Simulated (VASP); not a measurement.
Here is a VASP 6.6.1 calculation.

File POSCAR:

```
MgO
1.0
    2.9380209034      0.0000000000      0.0000000000
   -1.4690104517      2.5444007392      0.0000000000
    0.0000000000      0.0000000000      2.6796800000
Mg O
1 1
Direct
    0.0000000000      0.0000000000      0.0000000000
    0.3333333333      0.6666666667      0.5000000000
```

File INCAR.step1:

```
ALGO = Normal ; EDIFF = 1E-8
ENCUT = 450 ; GGA = PE
ISMEAR = 0 ; LASPH = T
LCHARG = F ; LREAL = F
LWAVE = T ; NELM = 100
PREC = Accurate ; SIGMA = 0.01
```

INCAR.step2

```
ALGO = Exact ; EDIFF = 1E-8
ENCUT = 450 ; GGA = PE
ISMEAR = 0 ; ISTART = 1
LASPH = T ; LCHARG = F
LOPTICS = T ; LREAL = F
LWAVE = T ; NBANDS = 34
NELM = 1 ; PREC = Accurate
SIGMA = 0.01
```

Contents of INCAR.step3:

```
ALGO = EVGW0 ; EDIFF = 1E-8
ENCUT = 450 ; ENCUTGW = 100
GGA = PE ; ISMEAR = 0
ISTART = 1 ; LASPH = T
LCHARG = F ; LREAL = F
LWAVE = T ; NBANDS = 34
NBANDSGW = 12 ; NELMGW = 1
NOMEGA = 48 ; PREC = Accurate
PRECFOCK = Fast ; SIGMA = 0.01
```

Contents of INCAR.step4:

```
ALGO = BSE ; ANTIRES = 0
EDIFF = 1E-8 ; ENCUT = 450
ENCUTGW = 100 ; GGA = PE
ISMEAR = 0 ; ISTART = 1
LASPH = T ; LCHARG = F
LREAL = F ; LWAVE = F
NBANDS = 34 ; NBANDSO = 4
NBANDSV = 6 ; NBSEEIG = 10
OMEGAMAX = 20 ; PREC = Accurate
PRECFOCK = Fast ; SIGMA = 0.01
```

KPOINTS

```
k-points
0
Gamma
  7 7 6
```

Potentials or basis: VASP PAW PBE potentials, release 64 (Mg_GW, O_GW).

Launch:

```sh
$ cat potpaw_PBE.64/Mg_GW/POTCAR potpaw_PBE.64/O_GW/POTCAR > POTCAR
$ cp INCAR.step1 INCAR
$ mpirun -np 1 vasp_std > vasp.out
$ cp INCAR.step2 INCAR
$ mpirun -np 1 vasp_std > vasp.out
$ cp INCAR.step3 INCAR
$ mpirun -np 1 vasp_std > vasp.out
$ cp INCAR.step4 INCAR
$ mpirun -np 1 vasp_std > vasp.out
```

(1) What does it give for the quasiparticle gap?

(2) What does it give for the least direct quasiparticle gap?

(3) Estimate the band gap on the k mesh, mean-field level.

Results:

(1) 4.86 eV.

(2) 5.31 eV.

(3) 3.01 eV, indirect (least direct gap 3.40 eV).

Caveat: bands, screening cutoff and mesh are small and nothing is extrapolated, so the quasiparticle values aren't converged; an odd mesh through Γ misses points on the zone boundary, where band edges often lie.
